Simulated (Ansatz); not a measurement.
Li2O:
```
CELL_PARAMETERS angstrom
      0.00000     2.28621     2.28621
      2.28621     0.00000     2.28621
      2.28621     2.28621     0.00000
ATOMIC_POSITIONS crystal
  O  0.00000 0.00000 0.00000
  Li 0.25000 0.25000 0.25000
  Li 0.75000 0.75000 0.75000
```

x, y and z are the axes in which the lattice vectors are written.

Q: Give the high-frequency dielectric tensor and the Born effective charge tensors of the independent atoms from DFPT, the program Ansatz at the r²SCAN level (PAW).

A: 
ε∞:
```
2.74  0.00  0.00
0.00  2.74  0.00
0.00  0.00  2.74
```
Z* of atom 1 (O), rows: field, columns: displacement, in e:
```
-1.80   0.00   0.00
 0.00  -1.80   0.00
 0.00   0.00  -1.80
```
Z* of atom 2 (Li), rows: field, columns: displacement, in e:
```
0.90  0.00  0.00
0.00  0.90  0.00
0.00  0.00  0.90
```

Static charges for comparison (Bader): O1 -1.73, Li2 +0.87 e. Born charges measure polarisation by displacement and can exceed these by far.

Space group Fm-3m (anti-fluorite). The cell was relaxed with r²SCAN under the symmetry of its start; phonons on a q-mesh show no instability. The volume moved by -21 % from the start of the relaxation. The volume fell by over 15 % from the filed cell, which may lack light atoms or belong to other conditions.

Potentials: the later of the program's two PAW sets.
